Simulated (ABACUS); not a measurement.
Crystal: PtSe2 (Sudovikovite).

```
Pt Se
1.0
     3.72400    0.00000    0.00000
    -1.86200    3.22508    0.00000
     0.00000    0.00000    5.06200
Pt Se
1 2
Direct
  0.00000 0.00000 0.00000
  0.66667 0.33333 0.75000
  0.33333 0.66667 0.25000
```

```yaml
Program: ABACUS 3.10.1
Task: single point
Functional: PBEsol
Potentials_or_basis: PseudoDojo NC SR 0.4.1 PBEsol standard
Cutoff: 1184 eV
Density_cutoff: 4735 eV
Basis: plane waves
k_mesh: 8 × 8 × 5
Occupations: fermi-dirac, width 0.05 eV
Spin: no spin polarisation
```

On this cell: pressure 2.0 GPa; largest force 0.344 eV/Å; band gap on the k mesh none (metal or under the smearing width).

The same run follows on a disturbed copy (atoms moved at random, drawn with an rms of 0.05 Å):

```
Pt Se
1.0
     3.72400    0.00000    0.00000
    -1.86200    3.22508    0.00000
     0.00000    0.00000    5.06200
Pt Se
1 2
Cartesian
  0.0001 0.0730 0.0334
  1.8049 1.0686 3.7459
  0.0179 2.1128 1.2468
```

Problem. What does the disturbed cell give?

Solution. The energy (extrapolated to zero smearing) moves by +39.9 meV/atom; pressure 1.9 GPa; largest force 1.964 eV/Å; band gap on the k mesh none (metal or under the smearing width).

Forces in eV/Å, atoms in the order of the input:
```
Pt  -0.299 -1.583 -1.122
Se   0.443  0.499  0.273
Se  -0.144  1.085  0.850
```

Stress tensor (GPa, compression positive):
```
 1.49  0.91 -1.80
 0.91  3.80  1.68
-1.80  1.68  0.52
```
